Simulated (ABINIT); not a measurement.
# Si2Ni (Fm-3m) in ABINIT: settings compared

The runs below take Si2Ni through single point, with PBE, LDA, PBEsol, RPBE, BLYP, AM05.

Program: ABINIT 10.8.3 (patched build). These are calculated values, not measurements. Logs are shortened: lines on timing, memory, paths and dates and some standing lists are left out, and cuts for length are marked. The log counts tension as positive stress, the text compression.

### Step 1. Starting point

It takes space group Fm-3m (No. 225, cubic). Conventional cell: a = 5.406 Å, b = 5.406 Å, c = 5.406 Å, α = 90.00°, β = 90.00°, γ = 90.00°. Ni (site symmetry m-3m) has 8 Si at 2.34 Å as nearest neighbours. Around Si (site symmetry -43m) lie 4 Ni at 2.34 Å.

### Step 2. Single point, PBE, collinear spin, ferromagnetic start

Contents of run.abi:

```
# Pseudopotentials
pp_dirpath "./"
pseudos "Ni.GGA_PBE-JTH.xml, Si.GGA_PBE-JTH.xml"

# Structure
acell 3*1.0 Angstrom
rprim
     0.0000000000     2.7030000000     2.7030000000
     2.7030000000     0.0000000000     2.7030000000
     2.7030000000     2.7030000000     0.0000000000
ntypat 2
znucl 28 14
natom 3
typat 1 2 2
xred
     0.0000000000     0.0000000000     0.0000000000
     0.7500000000     0.7500000000     0.7500000000
     0.2500000000     0.2500000000     0.2500000000

# Plane-wave basis
ecut 49.0
pawecutdg 73.5
pawxcdev 0

# k points
kptopt 1
ngkpt 7 7 7
nshiftk 1
shiftk 0.0 0.0 0.0

# Exchange and correlation
ixc 11

# Bands and occupations
nband 18
occopt 3
tsmear 0.00183747

# Spin
nsppol 2
spinat
     0.0000000000     0.0000000000     1.0000000000
     0.0000000000     0.0000000000     0.0000000000
     0.0000000000     0.0000000000     0.0000000000

# SCF cycle
nstep 100
tolvrs 1.0e-9

# Output
iomode 3
prtwf 0
prteig 0
prtebands 0
prtden 1
prtvha 1
prtvclmb 1
prtpot 1
```

Potentials or basis: JTH PAW PBE v2.0.

Started as:

```console
abinit run.abi > log 2>&1
```

run.abo:

```text
.Version 10.8.3 of ABINIT
 Symmetries : space group Fm -3 m (#225); Bravais cF (face-center cubic)
================================================================================
 Values of the parameters that define the memory need of the present run
     intxc =       0    ionmov =       0      iscf =      17    lmnmax =      18
     lnmax =       6     mgfft =      48  mpssoang =       3    mqgrid =    3001
     natom =       3  nloc_mem =       2    nspden =       2   nspinor =       1
    nsppol =       2      nsym =      48    n1xccc =       1    ntypat =       2
    occopt =       3   xclevel =       2
       mpw =        4390          nfft =      110592          nkpt =          20
 PAW method is used; the additional fine FFT grid is defined by:
   mgfftf=        60    nfftf =    216000
================================================================================
================================================================================

--------------------------------------------------------------------------------
------------- Echo of variables that govern the present computation ------------
--------------------------------------------------------------------------------
 -outvars: echo values of preprocessed input variables --------
            acell      1.8897261259E+00  1.8897261259E+00  1.8897261259E+00 Bohr
              amu      5.86900000E+01  2.80855000E+01
             ecut      4.90000000E+01 Hartree
              ixc          11
         kptrlatt        7    0    0      0    7    0      0    0    7
          kptrlen      5.05659244E+01
            natom           3
            nband          18
            ngfft          48      48      48
          ngfftdg          60      60      60
             nkpt          20
           nspden           2
           nsppol           2
            nstep         100
             nsym          48
           ntypat           2
           occopt           3
        pawecutdg      7.35000000E+01 Hartree
         pawxcdev           0
        prtebands           0
           prteig           0
           prtpot           1
         prtvclmb           1
           prtvha           1
            prtwf           0
            rprim      0.0000000000E+00  2.7030000000E+00  2.7030000000E+00
                       2.7030000000E+00  0.0000000000E+00  2.7030000000E+00
                       2.7030000000E+00  2.7030000000E+00  0.0000000000E+00
          spgroup         225
           spinat      0.0000000000E+00  0.0000000000E+00  1.0000000000E+00
                       0.0000000000E+00  0.0000000000E+00  0.0000000000E+00
                       0.0000000000E+00  0.0000000000E+00  0.0000000000E+00
           tolvrs      1.00000000E-09
           tsmear      1.83747000E-03 Hartree
            typat      1  2  2
           useylm           1
           xangst      0.0000000000E+00  0.0000000000E+00  0.0000000000E+00
                       4.0545000000E+00  4.0545000000E+00  4.0545000000E+00
                       1.3515000000E+00  1.3515000000E+00  1.3515000000E+00
            xcart      0.0000000000E+00  0.0000000000E+00  0.0000000000E+00
                       7.6618945775E+00  7.6618945775E+00  7.6618945775E+00
                       2.5539648592E+00  2.5539648592E+00  2.5539648592E+00
             xred      0.0000000000E+00  0.0000000000E+00  0.0000000000E+00
                       7.5000000000E-01  7.5000000000E-01  7.5000000000E-01
                       2.5000000000E-01  2.5000000000E-01  2.5000000000E-01
            znucl       28.00000   14.00000

================================================================================

 chkinp: Checking input parameters for consistency.

================================================================================
== DATASET  1 ==================================================================

--- !DatasetInfo
iteration_state: {dtset: 1, }
dimensions: {natom: 3, nkpt: 20, mband: 18, nsppol: 2, nspinor: 1, nspden: 2, mpw: 4390, }
cutoff_energies: {ecut:  49.0, pawecutdg:  73.5, }
electrons: {nelect:   2.60000000E+01, charge:   0.00000000E+00, occopt:   3.00000000E+00, tsmear:   1.83747000E-03, }
meta: {optdriver: 0, ionmov: 0, optcell: 0, iscf: 17, paral_kgb: 0, }
...

 Exchange-correlation functional for the present dataset will be:
  GGA: Perdew-Burke-Ernzerhof functional - ixc=11
  J.P.Perdew, K.Burke, M.Ernzerhof, PRL 77, 3865 (1996)
[... 125 lines left out ...]
 Radius=ratsph(iatom), smearing ratsm=  0.0000. Diff(up-dn)=approximate z local magnetic moment.
    Atom    Radius    up_density   dn_density  Total(up+dn)  Diff(up-dn)
    1 Ni   1.81432     7.983054     7.983054     15.966108    -0.000000
    2 Si   1.90945     0.753921     0.753921      1.507843    -0.000000
    3 Si   1.90945     0.753921     0.753921      1.507843    -0.000000
 ------------------------------------------------------------------------------------------------------------
  Sum:                 9.490897     9.490897     18.981794    -0.000000
 Total magnetization (from the atomic spheres):               -0.000000
 Total magnetization (exact up - dn):                         -0.000000

================================================================================

 ----iterations are completed or convergence reached----

 Mean square residual over all n,k,spin=   64.801E-11; max=  41.282E-08
 reduced coordinates (array xred) for    3 atoms
       0.000000000000      0.000000000000      0.000000000000
       0.750000000000      0.750000000000      0.750000000000
       0.250000000000      0.250000000000      0.250000000000
 rms dE/dt=  5.5781E-31; max dE/dt=  1.1833E-30; dE/dt below (all hartree)
    1       0.000000000000      0.000000000000      0.000000000000
    2       0.000000000000      0.000000000000     -0.000000000000
    3       0.000000000000      0.000000000000      0.000000000000

 cartesian coordinates (angstrom) at end:
    1      0.00000000000000     0.00000000000000     0.00000000000000
    2      4.05450000000000     4.05450000000000     4.05450000000000
    3      1.35150000000000     1.35150000000000     1.35150000000000

 cartesian forces (hartree/bohr) at end:
    1     -0.00000000000000    -0.00000000000000    -0.00000000000000
    2      0.00000000000000     0.00000000000000    -0.00000000000000
    3     -0.00000000000000    -0.00000000000000     0.00000000000000
 frms,max,avg= 9.4573869E-32 1.1582886E-31   0.000E+00  0.000E+00  0.000E+00 h/b

 cartesian forces (eV/Angstrom) at end:
    1     -0.00000000000000    -0.00000000000000    -0.00000000000000
    2      0.00000000000000     0.00000000000000    -0.00000000000000
    3     -0.00000000000000    -0.00000000000000     0.00000000000000
 frms,max,avg= 4.8631839E-30 5.9561595E-30   0.000E+00  0.000E+00  0.000E+00 e/A
 length scales=  1.889726125908  1.889726125908  1.889726125908 bohr
              =  1.000000000000  1.000000000000  1.000000000000 angstroms
 Fermi (or HOMO) energy (hartree) =   0.38438   Average Vxc (hartree)=  -0.42842
 Magnetization (Bohr magneton)=  3.78581362E-08
 Total spin up =  1.30000000E+01   Total spin down =  1.30000000E+01
 Eigenvalues (hartree) for nkpt=  20  k points, SPIN UP:
 kpt#   1, nband= 18, wtk=  0.00292, kpt=  0.0000  0.0000  0.0000 (reduced coord)
  -3.46003   -2.00450   -2.00450   -2.00450   -0.12440    0.19419    0.19419    0.19419
   0.25721    0.25721    0.37371    0.44881    0.44881    0.44881    0.47104    0.47104
   0.47104    0.55888
      occupation numbers for kpt#   1
   1.00000    1.00000    1.00000    1.00000    1.00000    1.00000    1.00000    1.00000
   1.00000    1.00000    0.99701    0.00000    0.00000    0.00000    0.00000    0.00000
   0.00000    0.00000
 prteigrs : prtvol=0 or 1, do not print more k-points.

 Eigenvalues (hartree) for nkpt=  20  k points, SPIN DOWN:
 kpt#   1, nband= 18, wtk=  0.00292, kpt=  0.0000  0.0000  0.0000 (reduced coord)
  -3.46003   -2.00450   -2.00450   -2.00450   -0.12440    0.19419    0.19419    0.19419
   0.25721    0.25721    0.37371    0.44881    0.44881    0.44881    0.47104    0.47104
   0.47104    0.55888
      occupation numbers for kpt#   1
   1.00000    1.00000    1.00000    1.00000    1.00000    1.00000    1.00000    1.00000
   1.00000    1.00000    0.99701    0.00000    0.00000    0.00000    0.00000    0.00000
   0.00000    0.00000
 prteigrs : prtvol=0 or 1, do not print more k-points.

--- !EnergyTerms
iteration_state     : {dtset: 1, }
comment             : Components of total free energy in Hartree
kinetic             :  3.21638424939299E+01
hartree             :  6.48157346561342E+01
xc                  : -1.15791408669173E+01
Ewald energy        : -9.28967318822433E+01
psp_core            :  3.06847981235498E+00
local_psp           : -1.72198584059993E+02
PAW spherical_terms : -2.25293218888284E+00
internal            : -1.78879332035618E+02
'-kT*entropy'       : -2.54861213431207E-04
total_energy        : -1.78879586896831E+02
total_energy_eV     : -4.86756153057119E+03
...

--- !EnergyTermsDC
iteration_state     : {dtset: 1, }
comment             : '"Double-counting" decomposition of free energy'
band_energy         : -1.53148522877571E+01
Ewald energy        : -9.28967318822433E+01
psp_core            :  3.06847981235498E+00
xc_dc               : -6.41268196288195E+01
PAW spherical_terms : -9.60940802505915E+00
internal            : -1.78879332011524E+02
'-kT*entropy'       : -2.54861213431207E-04
total_energy_dc     : -1.78879586872737E+02
total_energy_dc_eV  : -4.86756152991557E+03
...

--- !EnergyTermsWithPAWCore
iteration_state     : {dtset: 1, }
comment             : 'Components of total free energy, including PAW core contributions'
Total energy        : -2.10090545523912E+03
Total energy DC     : -2.10090545521503E+03
Total energy (eV)   : -5.71685498088002E+04
Total energy DC (eV): -5.71685498081446E+04
...

 Cartesian components of stress tensor (hartree/bohr^3)
  sigma(1 1)= -1.08203067E-04  sigma(3 2)=  0.00000000E+00
  sigma(2 2)= -1.08203067E-04  sigma(3 1)=  0.00000000E+00
  sigma(3 3)= -1.08203067E-04  sigma(2 1)=  0.00000000E+00

-Cartesian components of stress tensor (GPa)         [Pressure=  3.1834E+00 GPa]
- sigma(1 1)= -3.18344414E+00  sigma(3 2)=  0.00000000E+00
- sigma(2 2)= -3.18344414E+00  sigma(3 1)=  0.00000000E+00
- sigma(3 3)= -3.18344414E+00  sigma(2 1)=  0.00000000E+00

== END DATASET(S) ==============================================================
================================================================================

 -outvars: echo values of variables after computation  --------
            acell      1.8897261259E+00  1.8897261259E+00  1.8897261259E+00 Bohr
           etotal     -1.7887958687E+02
            fcart     -0.0000000000E+00 -0.0000000000E+00 -0.0000000000E+00
                       1.1582886052E-31  1.1582886052E-31 -1.1582886052E-31
                      -1.1582886052E-31 -1.1582886052E-31  1.1582886052E-31
            rprim      0.0000000000E+00  2.7030000000E+00  2.7030000000E+00
                       2.7030000000E+00  0.0000000000E+00  2.7030000000E+00
                       2.7030000000E+00  2.7030000000E+00  0.0000000000E+00
           strten     -1.0820306699E-04 -1.0820306699E-04 -1.0820306699E-04
                       0.0000000000E+00  0.0000000000E+00  0.0000000000E+00
           xangst      0.0000000000E+00  0.0000000000E+00  0.0000000000E+00
                       4.0545000000E+00  4.0545000000E+00  4.0545000000E+00
                       1.3515000000E+00  1.3515000000E+00  1.3515000000E+00
             xred      0.0000000000E+00  0.0000000000E+00  0.0000000000E+00
                       7.5000000000E-01  7.5000000000E-01  7.5000000000E-01
                       2.5000000000E-01  2.5000000000E-01  2.5000000000E-01
 Calculation completed.
```

It took 5.2 min on 1 thread of Arm Neoverse V2, shared host; peak memory 0.31 GiB.

What came out:

```
Free energy                                           : -4867.5615 eV
Pressure                                              : 3.2 GPa
Band gap on the k mesh                                : none (metal or under the smearing width)
Net moment                                            : 0.00 μB per cell
Valence electrons inside the program's atomic spheres : Ni 15.97; Si 1.51
```

Caveat: small starting moments can end in a higher magnetic state in this program.

(Part 1 of 3 ends here.)
